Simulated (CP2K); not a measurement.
# Worked example: self-consistent single point of AlSb (F-43m, 2 atoms in the cell) in CP2K

Method: PBE, GPW, TZVP-MOLOPT-SR-GTH basis, GTH-PBE potentials (GTH_POTENTIALS) run with CP2K.

This input was run:

```
&GLOBAL
  PROJECT scf
  RUN_TYPE ENERGY_FORCE
  PRINT_LEVEL MEDIUM
&END GLOBAL
&FORCE_EVAL
  METHOD Quickstep
  STRESS_TENSOR ANALYTICAL
  &DFT
    BASIS_SET_FILE_NAME BASIS_MOLOPT_UCL
    POTENTIAL_FILE_NAME GTH_POTENTIALS
    &QS
      METHOD GPW
      EPS_DEFAULT 1E-11
    &END QS
    &MGRID
      CUTOFF 400
      REL_CUTOFF 40
      NGRIDS 5
    &END MGRID
    &SCF
      SCF_GUESS ATOMIC
      EPS_SCF 1E-7
      MAX_SCF 100
      ADDED_MOS 4
      &DIAGONALIZATION
        ALGORITHM STANDARD
      &END DIAGONALIZATION
      &MIXING
        METHOD BROYDEN_MIXING
        ALPHA 0.4
        NBUFFER 10
      &END MIXING
      &SMEAR ON
        METHOD FERMI_DIRAC
        ELECTRONIC_TEMPERATURE [K] 116.05
      &END SMEAR
    &END SCF
    &KPOINTS
      SCHEME MONKHORST-PACK 4 4 4
      GAMMA_CENTERED T
    &END KPOINTS
    &XC
      &XC_FUNCTIONAL PBE
      &END XC_FUNCTIONAL
    &END XC
    &PRINT
      &MO
        EIGENVALUES T
        OCCUPATION_NUMBERS T
        NDIGITS 8
        FILENAME mo
        &EACH
          QS_SCF 0
        &END EACH
        ADD_LAST NUMERIC
      &END MO
      &MULLIKEN ON
      &END MULLIKEN
    &END PRINT
  &END DFT
  &SUBSYS
    &CELL
      ABC 4.32861100 4.32861067 4.32861058
      ALPHA_BETA_GAMMA 60.00000712 60.00000442 60.00000514
      PERIODIC XYZ
    &END CELL
    &COORD
      SCALED
      Al       0.00000000     0.00000000     0.00000000
      Sb       0.25000000     0.25000000     0.25000000
    &END COORD
    &KIND Al
      BASIS_SET TZVP-MOLOPT-SR-GTH-q3
      POTENTIAL GTH-PBE-q3
    &END KIND
    &KIND Sb
      BASIS_SET TZVP-MOLOPT-SR-GTH-q5
      POTENTIAL GTH-PBE-q5
    &END KIND
  &END SUBSYS
  &PRINT
    &FORCES ON
    &END FORCES
    &STRESS_TENSOR ON
    &END STRESS_TENSOR
  &END PRINT
&END FORCE_EVAL
```

Log, with long lists cut:

```
 GLOBAL| Method name                                                        CP2K
 GLOBAL| Project name                                                        scf
 GLOBAL| Run type                                                   ENERGY_FORCE

 CELL| Volume [angstrom^3]:                                            57.349635
 CELL| Vector a [angstrom]:       4.329     0.000     0.000   |a| =     4.328611
 CELL| Vector b [angstrom]:       2.164     3.749     0.000   |b| =     4.328611
 CELL| Vector c [angstrom]:       2.164     1.250     3.534   |c| =     4.328611
 CELL| Angle (b,c), alpha [degree]:                                    60.000007
 CELL| Angle (a,c), beta  [degree]:                                    60.000004
 CELL| Angle (a,b), gamma [degree]:                                    60.000005
 CELL| Numerically orthorhombic:                                              NO
 CELL| Periodicity                                                           XYZ

 DFT| Spin restricted Kohn-Sham (RKS) calculation                            RKS
 DFT| Multiplicity                                                             1
 DFT| Number of spin states                                                    1
 DFT| Charge                                                                   0
 DFT| XC density smoothing                                                  NONE
 DFT| XC derivatives                                                          PW

 QS| Method:                                                                 GPW
 QS| Density plane wave grid type                        NON-SPHERICAL FULLSPACE
 QS| Number of grid levels:                                                    5
 QS| Density cutoff [a.u.]:                                                200.0
 QS| Multi grid cutoff [a.u.]: 1) grid level                               200.0
   [... lines left out ...]
 BRILLOUIN| Wavefunction type                                            COMPLEX
 BRILLOUIN| List of Kpoints [2 Pi/Bohr]                                       36
 BRILLOUIN| Number           Weight            X              Y              Z
 BRILLOUIN|     1           0.03125       -0.25000       -0.25000       -0.25000
 BRILLOUIN|     2           0.03125       -0.25000       -0.25000        0.00000
 BRILLOUIN|     3           0.03125       -0.25000       -0.25000        0.25000
   [... 33 lines left out ...]
 *******************************************************************************

 Extrapolation method: initial_guess

 Re-scaling the density matrix to get the right number of electrons
                  # Electrons              Trace(P)               Scaling factor
                            8                 8.000                        1.000

 Number of electrons:                                                          8
 Number of occupied orbitals:                                                  4
 Number of molecular orbitals:                                                 8

 Number of orbital functions:                                                 34
 Number of independent orbital functions:                                     34
 SCF WAVEFUNCTION OPTIMIZATION

  Step     Update method      Time    Convergence         Total energy    Change
     1 NoMix/Diag. 0.40E+00      -     0.47828096        -7.6944317355 -7.69E+00
     2 Broy./Diag. 0.40E+00      -     0.09150924        -7.5903346581  1.04E-01
     3 Broy./Diag. 0.40E+00      -     0.08797653        -7.5979229104 -7.59E-03
     4 Broy./Diag. 0.40E+00      -     0.00615238        -7.6136895266 -1.58E-02
     5 Broy./Diag. 0.40E+00      -     0.00115701        -7.6130084302  6.81E-04
     6 Broy./Diag. 0.40E+00      -     0.00156231        -7.6113629700  1.65E-03
     7 Broy./Diag. 0.40E+00      -     0.00018732        -7.6114143712 -5.14E-05
     8 Broy./Diag. 0.40E+00      -     0.00002476        -7.6115799197 -1.66E-04
     9 Broy./Diag. 0.40E+00      -     0.00000110        -7.6115899885 -1.01E-05
    10 Broy./Diag. 0.40E+00      -     0.00000087        -7.6115925876 -2.60E-06
    11 Broy./Diag. 0.40E+00      -     0.00000006        -7.6115927659 -1.78E-07
  *** SCF run converged in    11 steps ***

  Electronic density on regular grids:         -8.0000000000        0.0000000000
  Core density on regular grids:                7.9999999997       -0.0000000003
  Total charge density on r-space grids:       -0.0000000003
  Total charge density g-space grids:          -0.0000000003

  Overlap energy of the core charge distribution:               0.00000000017631
  Self energy of the core charge distribution:                -17.59506497843850
  Core Hamiltonian energy:                                      3.67490126434353
  Hartree energy:                                               8.51219864730233
  Exchange-correlation energy:                                 -2.20362769931343
  Electronic entropic energy:                                  -0.00000000000000
  Fermi energy:                                                 0.15778787492388

  Total energy:                                                -7.61159276592977
  Total energy (extrapolated to T->0):                         -7.61159276592977

                     Mulliken Population Analysis

 #  Atom  Element  Kind  Atomic population                           Net charge
       1     Al       1          2.950868                              0.049132
       2     Sb       2          5.049132                             -0.049132
 # Total charge                              8.000000                  0.000000

 ENERGY| Total FORCE_EVAL ( QS ) energy [hartree]             -7.611592677754713

 FORCES| Atomic forces [hartree/bohr]
 FORCES|   Atom     x               y               z               |f|
 FORCES|      1 -2.69420949E-08 -2.20712877E-08  7.47406944E-10   3.48364297E-08
 FORCES|      2  2.65546976E-08  2.18483907E-08 -9.05388561E-10   3.43994749E-08
 FORCES| Sum    -3.87397301E-10 -2.22896917E-10 -1.57981617E-10
 FORCES| Total atomic force                                       4.74044192E-10

 STRESS| Analytical stress tensor [bar]
 STRESS|                        x                   y                   z
 STRESS|      x        3.37748832751E+04   9.68278051999E-02   6.83389540762E-02
 STRESS|      y        9.68278051999E-02   3.37748526047E+04   2.07363724693E-01
 STRESS|      z        6.83389540762E-02   2.07363724693E-01   3.37746653725E+04
 STRESS| 1/3 Trace                                             3.37748004174E+04
```

The run converged in 11 iterations.

The starting cell has typed, rounded lattice constants, without a prior relaxation at this level. Its lattice was rescaled by up to half a per cent. Values carry the incompleteness of an atom-centred basis. With a pressure of about 3 GPa the cell is away from its equilibrium volume at this level.
